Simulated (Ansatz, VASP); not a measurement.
Rb in VASP and in Ansatz

```
CELL_PARAMETERS angstrom
-2.80250 2.80250 2.80250
2.80250 -2.80250 2.80250
2.80250 2.80250 -2.80250
ATOMIC_POSITIONS crystal
Rb 0.00000 0.00000 0.00000
```

Alike in both runs: task single point; functional PBE; k mesh 5 × 5 × 5; occupations fermi-dirac, width 0.03 eV; no spin polarisation.

|  | VASP | Ansatz |
| --- | --- | --- |
| version | VASP 6.6.1 | Ansatz 0.2.0 |
| potentials or method | VASP PAW PBE potentials, release 64 (Rb_sv), cutoff 520 eV | all-electron LAPW, scalar-relativistic |

```csv
,VASP,Ansatz,Ansatz less VASP
gap on the k mesh at the Fermi level (eV),none,none,-
pressure (GPa),0.1,0.1,0.00
```

A gap of «none» marks a metal or a gap that the smearing closes. Ansatz ran all-electron here, so the differences hold the error of VASP's frozen core and of both bases.

Caveats: the k mesh is thin for a metal, which can move the energy by tens of meV per atom (Ansatz).
